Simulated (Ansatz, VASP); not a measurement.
Given: the input of a run of VASP 6.6.1 on H.

The input INCAR:

```
PREC = Accurate
ENCUT = 600
EDIFF = 1E-6
ISMEAR = -1
SIGMA = 0.05
LREAL = False
LASPH = True
NELM = 60
ALGO = Normal
ISIF = 3
LWAVE = False
LCHARG = False
GGA = PS
IVDW = 12
IBRION = 2
NSW = 60
EDIFFG = -0.02
```

File KPOINTS:

```
Automatic mesh
0
Gamma
  10 10 26
```

File POSCAR:

```
H
1.0
    2.6496387389      0.0000000000      0.0000000000
    0.0000000000      2.6496387389      0.0000000000
    0.0000000000      0.0000000000      0.9804929200
H
1
Direct
    0.0000000000      0.0000000000      0.5000000000
```

Potentials or basis: VASP PAW PBE potentials, release 64 (H).

Run with:

```console
$ cat potpaw_PBE.64/H/POTCAR > POTCAR
$ mpirun -np 1 vasp_std > vasp.out
```

Translate it to Ansatz 0.2.0. Potentials there: Ansatz PAW.

As run (the cutoff follows the program's own potentials):

input.yaml

```yaml
crystal:
  lattice:
    - [2.6496387389, 0.0, 0.0]
    - [0.0, 2.6496387389, 0.0]
    - [0.0, 0.0, 0.98049292]
  atoms:
    - { symbol: H, position: [0.0, 0.0, 0.5] }
hamiltonian:
  xc: pbesol
  pseudopotentials: { kind: paw }
  dispersion: d3bj
kpoints:
  mp_grid: { grid: [10, 10, 26] }
scf:
  occupations: { method: fermi_dirac, width: 0.05 }
output:
  forces: true
  stress: true
  eigenvalues: true
relax:
  f_tol: 0.01
  max_steps: 40
  cell: { stress_tol: 0.05 }
```

Potentials or basis: Ansatz PAW.

Command:

```bash
$ ansatz run input.yaml --threads 2 --pin off --max-ram 5632MiB --backend cpu --events-out ev --progress --plain --runs-dir out
```

Both were run:

|  | VASP | Ansatz | Ansatz less VASP |
| --- | --- | --- | --- |
| gap on the k mesh at the Fermi level, each at its own relaxed structure (eV) | none | none | - |
| relaxed volume (Å³/atom) | 7.18 | 7.74 | +0.563 |
| relaxed cell length with the largest relative difference (Å) | 2.694 | 2.796 | +0.1025 |
| energy change over the relaxation (meV/atom) | -1 | -2 | -1.0 |

A gap of «none» marks a metal or a gap that the smearing closes. One of these differences is far larger than is usual between the two programs; its cause wasn't traced.

Caveats: the PAW data sets were made with another functional, which shifts forces and pressure a little (VASP); pairwise dispersion overbinds metals, which lowers pressure and volume (VASP); the plane-wave basis is chosen anew once the cell has moved, so the energies of steps on either side of that aren't comparable (Ansatz).
